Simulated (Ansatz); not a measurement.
# ZnS3: from a guess to a relaxed structure

The task: take a trial cell of ZnS3 to zero force and stress.

Computed with Ansatz 0.2.0 (DFT PBE, scalar-relativistic, plane waves, PAW, unless a step's input says otherwise).

**1. The structure to begin with**

Symmetry: Im-3m, No. 229, cubic system. Conventional cell: a = 5.637 Å, b = 5.637 Å, c = 5.637 Å, α = 90.00°, β = 90.00°, γ = 90.00°. Around Zn (site symmetry m-3m) lie 6 S at 2.82 Å. S (site symmetry 4/mmm) is surrounded by 2 Zn at 2.82 Å and 4 S at 2.82 Å.

As a file:

```cif
data_structure
_symmetry_space_group_name_H-M 'Im-3m'
_symmetry_Int_Tables_number 229
_cell_length_a 5.6370
_cell_length_b 5.6370
_cell_length_c 5.6370
_cell_angle_alpha 90.000
_cell_angle_beta 90.000
_cell_angle_gamma 90.000
_cell_volume 179.12
loop_
_atom_site_label
_atom_site_type_symbol
_atom_site_symmetry_multiplicity
_atom_site_Wyckoff_symbol
_atom_site_fract_x
_atom_site_fract_y
_atom_site_fract_z
_atom_site_occupancy
Zn1 Zn 2 a 0.00000 0.00000 0.00000 1
S1 S 6 b 0.50000 0.00000 0.00000 1
```

A structure generator made this guess: random cell by space group and Wyckoff sites (Im-3m, No. 229). The dimensions are guesses.

**2. The guess as it stands, on a coarse mesh**

input.yaml

```yaml
crystal:
  lattice:
    - [-2.81848224, 2.81848224, 2.81848224]
    - [2.81848224, -2.81848224, 2.81848224]
    - [2.81848224, 2.81848224, -2.81848224]
  atoms:
    - { symbol: Zn, position: [0.0, 0.0, 0.0] }
    - { symbol: S, position: [0.0, 0.5, 0.5] }
    - { symbol: S, position: [0.5, 0.0, 0.5] }
    - { symbol: S, position: [0.5, 0.5, 0.0] }
basis:
  ecutwfc: 420
kpoints:
  mp_grid: { grid: [4, 4, 4] }
hamiltonian:
  xc: pbe
scf:
  occupations: { method: gaussian, width: 0.1 }
  lower_state_search: "off"
output:
  forces: true
  stress: true
  eigenvalues: true
```

Command:

```
$ ansatz run input.yaml --threads 1 --pin off --max-ram 2560MiB --backend cpu --events-out ev --progress --plain --runs-dir out
```

Log, cut to the lines that bear on the results:

```text
[...]
SCF converged after 7 iterations
Free energy (F): -6023.871037 eV
[...]
E sigma→0 (E₀):  -6023.853458 eV
Entropy (-TS):   -0.035157 eV (-8.789 meV/atom)
Fermi energy:    5.550446 eV
[...]
--- Forces (eV/Å), atoms counted from 1 ---
  atom   1  Zn     0.00000000    -0.00000000     0.00000000
  atom   2  S      0.00000000    -0.00000000     0.00000000
  atom   3  S      0.00000000     0.00000000    -0.00000000
  atom   4  S      0.00000000    -0.00000000    -0.00000000
[...]
--- Stress (GPa, compression-positive) ---
      -12.458619       0.000000       0.000000
        0.000000     -12.458619       0.000000
        0.000000      -0.000000     -12.458619
  P = ⅓ Tr σ = -12.4586 GPa (-124.586 kbar)
--- Band table (eV; the first three rows and the last of 8) ---
  k-point 0: bands = ["-9.0410", "-6.1215", "-6.1215", "-1.6969", "-1.6969", "-1.6969", "-1.6126", "-1.6126", "0.8648", "0.8648", "0.8648", "2.4361", "2.4361", "2.4361", "3.8048", "6.8583", "6.8583", "6.8583", "9.6730"]
[...]
```

It took 1.5 s on 1 thread of Intel Xeon at 2.70GHz, shared host; peak memory 0.34 GiB.

Read-out: pressure -12.5 GPa, largest force 0.00 eV/Å, gap on this mesh none (metal). A guess like this is first relaxed loosely on the coarse mesh.

**3. Coarse relaxation**

Changes to input.yaml since step 2:

```diff
@@ -23 +23,6 @@
   eigenvalues: true
+relax:
+  adjacent_minimum: "off"
+  f_tol: 0.04
+  max_steps: 70
+  cell: { stress_tol: 0.4 }
```

Command:

```
$ ansatz run input.yaml --threads 1 --pin off --max-ram 2560MiB --backend cpu --events-out ev --progress --plain --runs-dir out
```

Log:

```text
Warning: RAYON_NUM_THREADS=1 ignored (pool sized by the plan → 1); use --threads N
Engine: ansatz 0.2.0, x86_64-unknown-linux-gnu
Pseudopotentials: kind: paw
Pseudopotential: Zn, paw, valence charge 12, recommended cutoff 420 eV (normal), Zn.paw.azcp
Pseudopotential: S, paw, valence charge 6, recommended cutoff 420 eV (normal), S.paw.azcp
Functional definition: PBE
  parameter kappa = 0.804
  parameter beta = 0.06672455060314922
  exchange = pbe_x(kappa = kappa, mu = beta*pi^2/3)
  correlation = pbe_c(beta = beta)
Crystal: 4 atoms, lattice volume = 89.558 Å³
Basis set: ecut = 420 eV, 1745 PW (Γ), exchange–correlation on 72×72×72 points (8 copies of the dense FFT grid, shifted against one another)
Bands: 19, of which v1, the nominal top of the filled ones, is band 15 counted from 1 (14 counted from 0)
Symmetry: 48 space group operations
Space group: Im-3m (ITA 229), of the structure as read, at distance tolerance 4.5e-5 Å
k-points: 8 of 64
Non-local potential: Zn, projectors of the file, l = 0: 2, l = 1: 2, l = 2: 3, l = 3: 1
Non-local potential: S, projectors of the file, l = 0: 2, l = 1: 2, l = 2: 2
PAW form: soft (Blöchl's): semilocal exchange-correlation on the pseudo side does not see the compensation charge
PAW one-centre angular grid: Zn, 590 points (default); XC on 64 Gauss nodes
PAW one-centre angular grid: S, 110 points (default); XC on 64 Gauss nodes
Initial density: superposition of atomic densities (neutral atoms: chi_scale 0, normalization atom), corrected by the library's trained network
Initial wavefunctions: pseudopotential atomic-orbital guess
Functional: x = pbe(κ = 0.804, μ = 0.2195149727645171), c = pbe(β = 0.06672455060314922)
SCF iter   1: F=—  HF=-6023.872521 eV  |F-HF|=—  |Δ(HF+E_count)|=         —  Δρ=1.76e-3  dr2=1.39e-3  ethr=1.77e-3  ⟨swp⟩=5.6  Hψ=736  notcnv=0
preconditioner: auto → Kerker (q_TF=auto, 2.274 Å⁻¹)  [metal: Δε(μ)=0.023 eV  Ē_g=8.262 eV  σ=0.100 eV  W_gap=0.13  n_scr=18 (ndim 8)  ℏωp=21.5 eV  f_vac=0.001  D(μ)=7.05/eV (n_scr^D=78)]
SCF iter   2: F=—  HF=-6023.870569 eV  |F-HF|=—  |Δ(HF+E_count)|=   1.95e-3  Δρ=7.81e-4  dr2=4.54e-4  ethr=4.62e-6  ⟨swp⟩=2.0  Hψ=292  notcnv=0
SCF iter   3: F=—  HF=-6023.870823 eV  |F-HF|=—  |Δ(HF+E_count)|=   2.54e-4  Δρ=5.30e-4  dr2=1.67e-4  ethr=1.51e-6  ⟨swp⟩=2.2  Hψ=254  notcnv=0
SCF iter   4: F=—  HF=-6023.870960 eV  |F-HF|=—  |Δ(HF+E_count)|=   1.37e-4  Δρ=1.16e-4  dr2=1.54e-5  ethr=5.58e-7  ⟨swp⟩=2.0  Hψ=274  notcnv=0
SCF iter   5: F=—  HF=-6023.871030 eV  |F-HF|=—  |Δ(HF+E_count)|=   7.00e-5  Δρ=5.42e-5  dr2=3.75e-6  ethr=5.14e-8  ⟨swp⟩=2.0  Hψ=228  notcnv=0
SCF iter   6: F=—  HF=-6023.871037 eV  |F-HF|=—  |Δ(HF+E_count)|=   6.64e-6  Δρ=1.19e-5  dr2=1.29e-7  ethr=1.25e-8  ⟨swp⟩=2.0  Hψ=271  notcnv=0
SCF iter   7: F=-6023.871037 eV  HF=-6023.871037 eV  |F-HF|=1.03e-9  |Δ(HF+E_count)|=   8.50e-8  Δρ=1.58e-6  dr2=1.39e-9  ethr=3.33e-10  ⟨swp⟩=4.9  Hψ=670  notcnv=0
SCF 1 converged in 7 iterations: F = -6023.871037 eV  dr2 = 1.39e-9
relax step   1: F+E_penalty+E_count = -6023.87103667 eV  Δ(F+E_penalty+E_count) = +0.000e0 eV  max|allowed force component| = 1.693e-30 eV/Å  Δτ_max = 0.0000 Å  P = -12.459 GPa  Ω = 89.558 Å³  (7 SCF iters, dr2 threshold 1.00e-7 eV, accepted)
Crystal: 4 atoms, lattice volume = 77.089 Å³
Basis set: ecut = 420 eV, 1505 PW (Γ), exchange–correlation on 72×72×72 points (8 copies of the dense FFT grid, shifted against one another)
Initial density: handed on by an earlier stage of this run
Initial wavefunctions: those handed on with the density
iter 1 solved again at ethr=1.62e-4 eV; its pass at ethr=3.10e-3 eV (dr2=4.87e-2 eV) is discarded
SCF iter   1: F=—  HF=-6024.733840 eV  |F-HF|=—  |Δ(HF+E_count)|=         —  Δρ=5.92e-3  dr2=4.87e-2  ethr=1.62e-4  ⟨swp⟩=1.0  Hψ=861  notcnv=0
preconditioner: auto → Kerker (q_TF=auto, 2.331 Å⁻¹)  [metal: Δε(μ)=0.062 eV  Ē_g=9.022 eV  σ=0.100 eV  W_gap=0.34  n_scr=12 (ndim 8)  ℏωp=23.2 eV  f_vac=0.000  D(μ)=5.61/eV (n_scr^D=54)]
SCF iter   2: F=—  HF=-6024.725067 eV  |F-HF|=—  |Δ(HF+E_count)|=   8.77e-3  Δρ=3.24e-3  dr2=1.34e-2  ethr=1.62e-4  ⟨swp⟩=2.1  Hψ=221  notcnv=0
SCF iter   3: F=—  HF=-6024.722989 eV  |F-HF|=—  |Δ(HF+E_count)|=   2.08e-3  Δρ=1.93e-3  dr2=5.48e-3  ethr=4.46e-5  ⟨swp⟩=2.0  Hψ=267  notcnv=0
SCF iter   4: F=—  HF=-6024.721635 eV  |F-HF|=—  |Δ(HF+E_count)|=   1.35e-3  Δρ=7.93e-4  dr2=4.64e-4  ethr=1.83e-5  ⟨swp⟩=2.4  Hψ=241  notcnv=0
SCF iter   5: F=—  HF=-6024.721782 eV  |F-HF|=—  |Δ(HF+E_count)|=   1.47e-4  Δρ=2.05e-4  dr2=2.66e-5  ethr=1.55e-6  ⟨swp⟩=2.0  Hψ=244  notcnv=0
SCF iter   6: F=—  HF=-6024.721790 eV  |F-HF|=—  |Δ(HF+E_count)|=   8.10e-6  Δρ=6.46e-5  dr2=1.64e-6  ethr=8.85e-8  ⟨swp⟩=2.1  Hψ=253  notcnv=0
SCF iter   7: F=-6024.721793 eV  HF=-6024.721793 eV  |F-HF|=1.12e-7  |Δ(HF+E_count)|=   3.22e-6  Δρ=1.07e-5  dr2=1.14e-7  ethr=1.33e-9  ⟨swp⟩=6.2  Hψ=739  notcnv=0
SCF 2 converged in 7 iterations: F = -6024.721793 eV  dr2 = 1.14e-7
relax step   2: F+E_penalty+E_count = -6024.72179295 eV  Δ(F+E_penalty+E_count) = -8.508e-1 eV  max|allowed force component| = 2.148e-30 eV/Å  Δτ_max = 0.0000 Å  P = -8.604 GPa  Ω = 77.089 Å³  energy of the carried Pulay correction = +1.878e-3 eV  (7 SCF iters, dr2 threshold 4.00e-7 eV, accepted)
Crystal: 4 atoms, lattice volume = 65.834 Å³
Basis set: ecut = 420 eV, 1289 PW (Γ), exchange–correlation on 72×72×72 points (8 copies of the dense FFT grid, shifted against one another)
iter 1 solved again at ethr=1.60e-4 eV; its pass at ethr=3.10e-3 eV (dr2=4.80e-2 eV) is discarded
SCF iter   1: F=—  HF=-6025.051855 eV  |F-HF|=—  |Δ(HF+E_count)|=         —  Δρ=6.65e-3  dr2=4.77e-2  ethr=1.60e-4  ⟨swp⟩=1.0  Hψ=889  notcnv=0
preconditioner: auto → none  [insulator: Δε(μ)=0.170 eV  Ē_g=9.784 eV  σ=0.100 eV  W_gap=0.74  n_scr=12 (ndim 8)  ℏωp=25.1 eV  f_vac=0.000  D(μ)=2.45/eV (n_scr^D=18)  ε∞_Penn≈7.6]
SCF iter   2: F=—  HF=-6025.040636 eV  |F-HF|=—  |Δ(HF+E_count)|=   1.12e-2  Δρ=4.22e-3  dr2=6.23e-3  ethr=1.59e-4  ⟨swp⟩=2.0  Hψ=265  notcnv=0
SCF iter   3: F=—  HF=-6025.039785 eV  |F-HF|=—  |Δ(HF+E_count)|=   8.52e-4  Δρ=1.28e-3  dr2=1.46e-3  ethr=2.08e-5  ⟨swp⟩=2.1  Hψ=296  notcnv=0
SCF iter   4: F=—  HF=-6025.039572 eV  |F-HF|=—  |Δ(HF+E_count)|=   2.13e-4  Δρ=5.99e-4  dr2=9.92e-5  ethr=4.85e-6  ⟨swp⟩=2.0  Hψ=245  notcnv=0
SCF iter   5: F=—  HF=-6025.039597 eV  |F-HF|=—  |Δ(HF+E_count)|=   2.55e-5  Δρ=5.65e-5  dr2=4.27e-6  ethr=3.31e-7  ⟨swp⟩=2.2  Hψ=252  notcnv=0
SCF iter   6: F=-6025.039596 eV  HF=-6025.039596 eV  |F-HF|=1.85e-7  |Δ(HF+E_count)|=   1.41e-6  Δρ=1.48e-5  dr2=2.42e-7  ethr=1.33e-9  ⟨swp⟩=3.1  Hψ=682  notcnv=0
SCF 3 converged in 6 iterations: F = -6025.039596 eV  dr2 = 2.42e-7
relax step   3: F+E_penalty+E_count = -6025.03959580 eV  Δ(F+E_penalty+E_count) = -3.178e-1 eV  max|allowed force component| = 2.722e-30 eV/Å  Δτ_max = 0.0000 Å  P = +1.099 GPa  Ω = 65.834 Å³  energy of the carried Pulay correction = +3.833e-3 eV  (6 SCF iters, dr2 threshold 4.00e-7 eV, accepted)
Crystal: 4 atoms, lattice volume = 66.940 Å³
iter 1 solved again at ethr=2.16e-6 eV; its pass at ethr=3.10e-3 eV (dr2=6.49e-4 eV) is discarded
SCF iter   1: F=—  HF=-6025.042197 eV  |F-HF|=—  |Δ(HF+E_count)|=         —  Δρ=7.15e-4  dr2=5.23e-4  ethr=2.16e-6  ⟨swp⟩=2.1  Hψ=845  notcnv=0
preconditioner: auto → none  [insulator: Δε(μ)=0.198 eV  Ē_g=9.579 eV  σ=0.100 eV  W_gap=0.82  n_scr=12 (ndim 8)  ℏωp=24.9 eV  f_vac=0.000  D(μ)=2.46/eV (n_scr^D=18)  ε∞_Penn≈7.7]
SCF iter   2: F=—  HF=-6025.042088 eV  |F-HF|=—  |Δ(HF+E_count)|=   1.09e-4  Δρ=4.78e-4  dr2=8.73e-5  ethr=1.74e-6  ⟨swp⟩=2.6  Hψ=287  notcnv=0
SCF iter   3: F=—  HF=-6025.042077 eV  |F-HF|=—  |Δ(HF+E_count)|=   1.17e-5  Δρ=1.49e-4  dr2=1.84e-5  ethr=2.91e-7  ⟨swp⟩=2.1  Hψ=235  notcnv=0
SCF iter   4: F=—  HF=-6025.042073 eV  |F-HF|=—  |Δ(HF+E_count)|=   3.92e-6  Δρ=6.11e-5  dr2=1.27e-6  ethr=6.14e-8  ⟨swp⟩=2.0  Hψ=246  notcnv=0
iter 5 did not close the SCF: its close was put off for the readings that it lacked (scf_convergence_deferred on its scf_iter line)
SCF iter   5: F=-6025.042073 eV  HF=-6025.042073 eV  |F-HF|=2.25e-9  |Δ(HF+E_count)|=   2.30e-7  Δρ=3.14e-6  dr2=5.25e-9  ethr=4.22e-9  ⟨swp⟩=2.2  Hψ=243  notcnv=0
SCF iter   6: F=-6025.042073 eV  HF=-6025.042073 eV  |F-HF|=1.49e-10  |Δ(HF+E_count)|=   2.23e-9  Δρ=5.70e-7  dr2=9.77e-11  ethr=1.75e-11  ⟨swp⟩=1.1  Hψ=465  notcnv=0
SCF 4 converged in 6 iterations: F = -6025.042073 eV  dr2 = 9.77e-11
relax step   4: F+E_penalty+E_count = -6025.04207293 eV  Δ(F+E_penalty+E_count) = -2.477e-3 eV  max|allowed force component| = 2.056e-30 eV/Å  Δτ_max = 0.0000 Å  P = -0.301 GPa  Ω = 66.940 Å³  energy of the carried Pulay correction = +3.628e-3 eV  (6 SCF iters, dr2 threshold 4.00e-7 eV, accepted)
Basis set: ecut = 420 eV, 1289 PW (Γ), exchange–correlation on 60×60×60 points (8 copies of the dense FFT grid, shifted against one another)
Initial wavefunctions: pseudopotential atomic-orbital guess (no wavefunctions were taken with the density)
iter 1 solved again at ethr=7.12e-8 eV; its pass at ethr=3.10e-3 eV (dr2=2.14e-5 eV) is discarded
SCF iter   1: F=—  HF=-6025.039031 eV  |F-HF|=—  |Δ(HF+E_count)|=         —  Δρ=2.81e-4  dr2=1.57e-5  ethr=7.12e-8  ⟨swp⟩=3.0  Hψ=1241  notcnv=0
preconditioner: auto → none  [insulator: Δε(μ)=0.195 eV  Ē_g=9.590 eV  σ=0.100 eV  W_gap=0.81  n_scr=12 (ndim 8)  ℏωp=24.9 eV  f_vac=0.000  D(μ)=2.46/eV (n_scr^D=18)  ε∞_Penn≈7.7]
SCF iter   2: F=—  HF=-6025.039030 eV  |F-HF|=—  |Δ(HF+E_count)|=   1.22e-6  Δρ=3.35e-4  dr2=3.43e-5  ethr=5.24e-8  ⟨swp⟩=2.0  Hψ=244  notcnv=0
SCF iter   3: F=—  HF=-6025.038905 eV  |F-HF|=—  |Δ(HF+E_count)|=   1.25e-4  Δρ=9.04e-5  dr2=4.27e-6  ethr=5.24e-8  ⟨swp⟩=2.0  Hψ=245  notcnv=0
SCF iter   4: F=—  HF=-6025.038899 eV  |F-HF|=—  |Δ(HF+E_count)|=   5.91e-6  Δρ=1.15e-5  dr2=4.16e-8  ethr=1.42e-8  ⟨swp⟩=2.0  Hψ=242  notcnv=0
SCF iter   5: F=—  HF=-6025.038898 eV  |F-HF|=—  |Δ(HF+E_count)|=   9.32e-7  Δρ=1.42e-6  dr2=4.04e-10  ethr=1.39e-10  ⟨swp⟩=2.8  Hψ=276  notcnv=0
SCF iter   6: F=-6025.038898 eV  HF=-6025.038898 eV  |F-HF|=1.46e-11  |Δ(HF+E_count)|=  6.40e-10  Δρ=1.99e-7  dr2=1.11e-11  ethr=1.35e-12  ⟨swp⟩=1.6  Hψ=503  notcnv=0
SCF 5 converged in 6 iterations: F = -6025.038898 eV  dr2 = 1.11e-11
relax step   5: F+E_penalty+E_count = -6025.03889805 eV  Δ(F+E_penalty+E_count) = +3.175e-3 eV  max|allowed force component| = 2.030e-30 eV/Å  Δτ_max = 0.0000 Å  P = -0.311 GPa  Ω = 66.940 Å³  stress off target by 3.11e-1 GPa  SCF on the basis re-selected at this cell (its energy is not comparable with the rows above)  (6 SCF iters)
basis re-selected at this cell: Δ(F+E_penalty+E_count) = +3.175e-3 eV, ΔP = -0.010 GPa vs the last step (what re-selecting the basis moved, of the pressure what is left beyond the Pulay correction that the steps carried, after the strain that the cell walked since its last selection, with what the two solves' SCF thresholds leave and, on support functions, any second-order correction that the steps lacked; it is no measure of the basis error at this ecutwfc). The dense FFT grid was sized anew with the basis: this SCF ran on 30×30×30 points, the steps before it on 36×36×36, so part of this shift can come from that change (see relax.cell in the input reference). This SCF's stress stands 3.11e-1 GPa from its target on what of the cell is left free (relax.cell.stress_tol is 4.00e-1 GPa) and its largest allowed force component is 2.03e-30 eV/Å (relax.f_tol is 4.00e-2 eV/Å): within both
SCF converged after 6 iterations
Free energy (F): -6025.038898 eV
Harris-Foulkes:  -6025.038898 eV  (|F-HF|=1.46e-11)
Internal energy: -6025.026583 eV  (E = F + TS)
E sigma→0 (E₀):  -6025.032741 eV
Entropy (-TS):   -0.012315 eV (-3.079 meV/atom)
Fermi energy:    9.755374 eV
--- Per-component energies (eV) ---
  E_band       = 63.213313
  E_kinetic    = 447.051807
  E_local      = -2057.912742  (includes V_loc(G=0)·N_el)
  E_nonlocal   = 703.256192
  E_hartree    = 848.941868
  E_xc         = -426.346410
  E_vxc        = -311.676391  (∫ρ·V_xc dr)
  E_paw        = -3630.565472  (= ΣΔE_a)
  E_vpaw       = -415.388938  (= ΣTr[D̂ρ^β])
  E_aug_tail   = -0.000353  (compensation charges beyond the density's cutoff)
  E_ewald      = -1909.451473
  E_smearing   = -0.012315  (= −TS)
  E_closure    = -0.000000  (closes the sum)
  Σ components = -6025.038898   (vs F -6025.038898, Δ=0.00e0)
--- Forces (eV/Å), atoms counted from 1 ---
  atom   1  Zn    -0.00000000     0.00000000     0.00000000
  atom   2  S     -0.00000000    -0.00000000     0.00000000
  atom   3  S      0.00000000    -0.00000000    -0.00000000
  atom   4  S      0.00000000    -0.00000000     0.00000000
  max |Σ_I F_I| component: 6.02e-30 eV/Å
--- Stress (GPa, compression-positive) ---
       -0.311016      -0.000000      -0.000000
       -0.000000      -0.311016       0.000000
        0.000000       0.000000      -0.311016
  P = ⅓ Tr σ = -0.3110 GPa (-3.110 kbar)
--- Band table (eV; the first three rows and the last of 8) ---
  k-point 0: bands = ["-7.3936", "-2.5002", "-2.5002", "1.8596", "1.8596", "1.8596", "2.1223", "2.1223", "3.0959", "3.0959", "3.0959", "5.2667", "5.2667", "5.2667", "7.8702", "11.7950", "11.7950", "11.7950", "12.3038"]
  k-point 1: bands = ["-6.8949", "-3.4982", "-2.7426", "1.6865", "1.7329", "1.7482", "1.8899", "1.9330", "3.1002", "3.8621", "4.0816", "4.4444", "4.9351", "6.4001", "9.6342", "9.8295", "9.9942", "11.8340", "13.6328"]
  k-point 2: bands = ["-5.8748", "-4.9249", "-2.9540", "1.4713", "1.5070", "1.5274", "1.9051", "1.9250", "3.1034", "3.2872", "4.6383", "5.9991", "6.5421", "6.6893", "7.3127", "8.1760", "12.0353", "13.3198", "13.3216"]
  k-point 7: bands = ["-5.3455", "-5.3455", "-1.9381", "1.4601", "1.4601", "1.4601", "1.9171", "1.9171", "1.9171", "2.0482", "2.0482", "6.5233", "6.5233", "6.5233", "8.6313", "12.2188", "12.2188", "12.2188", "15.4765"]
--- Relaxed structure (4 steps of the walk, 4 accepted, 1 SCFs on fresh bases) ---
  F+E_penalty+E_count = -6025.03889805 eV   max|allowed force component| = 2.030e-30 eV/Å   (the final SCF, on the basis selected at the relaxed cell)
  cell:  # Å, volume = 66.9399 Å³
    - [-2.557849475771565, 2.557849475771565, 2.557849475771565]
    - [2.557849475771565, -2.557849475771565, 2.557849475771565]
    - [2.557849475771565, 2.557849475771565, -2.557849475771565]
  atoms:
    - { symbol: Zn, position: [5.694347111874993e-36, -2.2065595058573113e-35, -1.672714464118542e-35] }
    - { symbol: S, position: [6.900768632787176e-35, 0.5, 0.5] }
    - { symbol: S, position: [0.5, 2.656930799737237e-34, 0.5] }
    - { symbol: S, position: [0.5, 0.5, -2.1555466787312378e-34] }
```

Run time: 10 s. Hardware: 1 thread of Intel Xeon at 2.70GHz, shared host; peak memory 0.37 GiB.

Relaxation path:

```
step  E - E(step 1) (eV/cell)  largest force component (eV/Å)  pressure (GPa)  volume (Å³)
   1                   0.0000                          0.0000          -12.46        89.56
   2                  -0.8508                          0.0000           -8.60        77.09
   3                  -1.1686                          0.0000            1.10        65.83
   4                  -1.1710                          0.0000           -0.30        66.94
   5                  -1.1679                          0.0000           -0.31        66.94
```

Step 1 is the start. Step 5 repeats the geometry before it on a plane-wave basis chosen anew for that cell, so its energy need not be comparable with the rows above.

Lengths and angles in the start's conventional setting:

|  | before | after | change |
| --- | --- | --- | --- |
| a (Å) | 5.637 | 5.116 | -9.2 % |
| b (Å) | 5.637 | 5.116 | -9.2 % |
| c (Å) | 5.637 | 5.116 | -9.2 % |
| volume (Å³/atom) | 22.39 | 16.73 | -25.3 % |
| shortest distance (Å) | 2.818 | 2.558 | -9.2 % |
| space group (0.01 Å) | Im-3m | Im-3m | same |

The run keeps the 48 symmetry operations of the start, so it could not have lowered the symmetry.

(Part 1 of 2 ends here.)
